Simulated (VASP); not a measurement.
# MgO: NMR shieldings, part 3 of 7

Wanted: the shieldings and field gradients at the nuclei of MgO. The cell has space group P6_3mc, a computed entry that need not be the common form of this compound. The start is a computed cell from the Materials Project.

VASP 6.6.1, plane waves and PAW; the level of theory is named at each step.

So far. Step 2 (Ground state): The cell has a gap of 3.51 eV on this mesh and a pressure of -3.5 GPa, which holds the misfit of the given cell and coordinates with this functional, and any error of cutoff, mesh and data sets.

## Step 3: Shielding tensors (continued)

Level of this step: chemical shifts by linear response (GIPAW), LDA; plane waves and PAW (Mg, O) (VASP).

Parts of OUTCAR (step 3):

```text
 Found     20 irreducible k-points:

   dimension x,y,z NGX =    28 NGY =   28 NGZ =   80
   dimension x,y,z NGXF=    56 NGYF=   56 NGZF=  160

   ENCUT  =  560.0 eV  41.16 Ry    6.42 a.u.   6.27  6.27 20.04*2*pi/ulx,y,z

   NELECT =      32.0000    total number of electrons

  Total       -3.0560348     -3.0560348     -2.7923855      0.0000000      0.0000000     -0.0000000
  in kB      -51.5169679    -51.5169679    -47.0725128      0.0000000      0.0000000     -0.0000000
  external PRESSURE =     -50.0354829 kB  Pullay stress =       0.0000000 kB

  energy-cutoff  :      560.00
  volume of cell :       95.04
      direct lattice vectors                 reciprocal lattice vectors
     3.250594190  0.000000000  0.000000000     0.307636063  0.177613764  0.000000000
    -1.625297095  2.815097146  0.000000000     0.000000000  0.355227528  0.000000000
     0.000000000  0.000000000 10.386337732     0.000000000  0.000000000  0.096280328

 POSITION                                       TOTAL-FORCE (eV/Angst)
 -----------------------------------------------------------------------------------
      1.62530      0.93837      4.87807         0.000000      0.000000     -0.012267
      0.00000      0.00000      7.48857         0.000000      0.000000     -0.012166
      0.00000      0.00000      2.29540         0.000000      0.000000     -0.012166
     -0.00000      1.87673     10.07124         0.000000     -0.000000     -0.012267
      1.62530      0.93837      2.90651        -0.000000      0.000000      0.012497
      0.00000      0.00000      0.30633         0.000000      0.000000      0.011936
      0.00000      0.00000      5.49950         0.000000     -0.000000      0.011936
     -0.00000      1.87673      8.09968         0.000000     -0.000000      0.012497
 -----------------------------------------------------------------------------------
    total drift:                               -0.000000     -0.000000     -0.000261

 Electric field gradients after diagonalization (V/A^2)
 (convention: |V_zz| > |V_xx| > |V_yy|)
----------------------------------------------------------------------
 ion       V_xx      V_yy      V_zz     asymmetry (V_yy - V_xx)/ V_zz
----------------------------------------------------------------------
   1      -0.305    -0.305     0.610       0.000
   2      -1.587    -1.587     3.175       0.000
   3      -1.587    -1.587     3.175       0.000
   4      -0.305    -0.305     0.610       0.000
   5       1.816     1.815    -3.631       0.000
   6      -1.053    -1.048     2.100       0.002
   7      -1.053    -1.048     2.100       0.002
   8       1.816     1.815    -3.631       0.000
----------------------------------------------------------------------

  ORBITAL MAGNETIC SUSCEPTIBILITY, excluding core contribution
 -------------------------------------------------------------
  Approximate magnetic susceptibility, pGv (10^-6 cm^3/mole)
     1        -51.434786          0.000000          0.000000
     2          0.000000        -51.305920          0.000000
     3          0.000000          0.000000        -51.567989
 -------------------------------------------------------------
  Approximate magnetic susceptibility, vGv (10^-6 cm^3/mole)
     1        -50.337342          0.000000          0.000000
     2          0.000000        -50.143198          0.000000
     3          0.000000          0.000000        -50.519571

  CSA tensor (J. Mason, Solid State Nucl. Magn. Reson. 2, 285 (1993))
  for chemical shielding  (including the isotropic core contribution)

  BDIR labels direction of applied magnetic field (i.e. B0)
  For BDIR==1, B0 along x-axis, etc.
  Induced field listed along cartesian directions for each BDIR
 ------------------------------------------------------------------------------------------
                 EXCLUDING G=0 CONTRIBUTION              INCLUDING G=0 CONTRIBUTION
 ------------------------------------------------------------------------------------------
  ion  BDIR            X           Y           Z                X           Y           Z
          (   iso_shield        span        skew ) (   iso_shield        span        skew )
 ------------------------------------------------------------------------------------------
    1     1     495.6620      0.0000      0.0000         505.5143      0.0000      0.0000
          2       0.0000    495.6619      0.0009           0.0000    505.4953      0.0009
          3       0.0000     -0.0006    493.4606           0.0000     -0.0006    503.3323
          (     494.9282      2.2015     -0.9999 ) (     504.7806      2.1820     -0.9826 )

    2     1     500.9770      0.0000      0.0000         510.8292      0.0000      0.0000
          2       0.0000    500.9767      0.0014           0.0000    510.8101      0.0014
          3       0.0000      0.0002    491.2103           0.0000      0.0002    501.0820
          (     497.7213      9.7667     -0.9999 ) (     507.5738      9.7472     -0.9961 )

    3     1     500.9770      0.0000      0.0000         510.8292      0.0000      0.0000
          2       0.0000    500.9767     -0.0014           0.0000    510.8101     -0.0014
          3       0.0000     -0.0002    491.2103           0.0000     -0.0002    501.0820
          (     497.7213      9.7667     -0.9999 ) (     507.5738      9.7472     -0.9961 )

    4     1     495.6620      0.0000      0.0000         505.5143      0.0000      0.0000
          2       0.0000    495.6619     -0.0009           0.0000    505.4953     -0.0009
          3       0.0000      0.0006    493.4606           0.0000      0.0006    503.3323
          (     494.9282      2.2015     -0.9999 ) (     504.7806      2.1820     -0.9826 )

    5     1     176.8875      0.0000      0.0000         186.7397      0.0000      0.0000
          2       0.0000    176.8869      0.0013           0.0000    186.7203      0.0013
          3       0.0000      0.0027    177.8707           0.0000      0.0027    187.7425
          (     177.2151      0.9839      0.9987 ) (     187.0675      1.0222      0.9619 )

    6     1     175.2645      0.0000      0.0000         185.1167      0.0000      0.0000
          2       0.0000    175.2649      0.0008           0.0000    185.0982      0.0008
          3       0.0000      0.0040    179.2972           0.0000      0.0040    189.1689
          (     176.6088      4.0327      0.9998 ) (     186.4613      4.0707      0.9909 )

    7     1     175.2645      0.0000      0.0000         185.1167      0.0000      0.0000
          2       0.0000    175.2649     -0.0008           0.0000    185.0982     -0.0008
          3       0.0000     -0.0040    179.2972           0.0000     -0.0040    189.1689
          (     176.6088      4.0327      0.9998 ) (     186.4613      4.0707      0.9909 )

    8     1     176.8875      0.0000      0.0000         186.7397      0.0000      0.0000
          2       0.0000    176.8869     -0.0013           0.0000    186.7203     -0.0013
          3       0.0000     -0.0027    177.8707           0.0000     -0.0027    187.7425
          (     177.2151      0.9839      0.9987 ) (     187.0675      1.0222      0.9619 )
 ------------------------------------------------------------------------------------------

[... 5 parts as in an earlier step ...]

[... 2 further parts left out ...]
```

A gap read on the k-mesh alone can miss the band edges.

Numbers from this step:

```yaml
free_energy_toten: -52.3167 eV
fermi_energy: 0.6203 eV
pressure: -5.004 GPa
gap_on_the_k_mesh: 3.504 eV
least_direct_gap_on_the_k_mesh: 3.504 eV
```

Valence and core; the G = 0 term is that of a spherical sample. NMR shielding, by row:

| atom | isotropic shielding (ppm) | span (ppm) | skew | isotropic shielding without the G = 0 term (ppm) |
| --- | --- | --- | --- | --- |
| Mg1 | 504.8 | 2.182 | -0.9826 | 494.9 |
| Mg2 | 507.6 | 9.747 | -0.9961 | 497.7 |
| Mg3 | 507.6 | 9.747 | -0.9961 | 497.7 |
| Mg4 | 504.8 | 2.182 | -0.9826 | 494.9 |
| O5 | 187.1 | 1.022 | 0.9619 | 177.2 |
| O6 | 186.5 | 4.071 | 0.9909 | 176.6 |
| O7 | 186.5 | 4.071 | 0.9909 | 176.6 |
| O8 | 187.1 | 1.022 | 0.9619 | 177.2 |

Ordered as |Vzz| ≥ |Vxx| ≥ |Vyy|, the program's way. Electric field gradients, by row:

| atom | Vxx (V/Å²) | Vyy (V/Å²) | Vzz (V/Å²) | asymmetry |
| --- | --- | --- | --- | --- |
| Mg1 | -0.305 | -0.305 | 0.61 | 0 |
| Mg2 | -1.587 | -1.587 | 3.175 | 0 |
| Mg3 | -1.587 | -1.587 | 3.175 | 0 |
| Mg4 | -0.305 | -0.305 | 0.61 | 0 |
| O5 | 1.816 | 1.815 | -3.631 | 0 |
| O6 | -1.053 | -1.048 | 2.1 | 0.002 |
| O7 | -1.053 | -1.048 | 2.1 | 0.002 |
| O8 | 1.816 | 1.815 | -3.631 | 0 |

(Continued in part 4 of 7.)

[Lines on the potential files, build, host, timing and source positions are cut from VASP's logs without a mark.]

[Logs are printed without paths, hosts, clocks, repeated set-up lines and the standing remarks that a program may print on its own settings, such as how far it seeks lower states.]

[Hosts, paths, dates, database ids (printed as entryN), source tags and the programs' standing remarks are cut or masked in the printed files.]
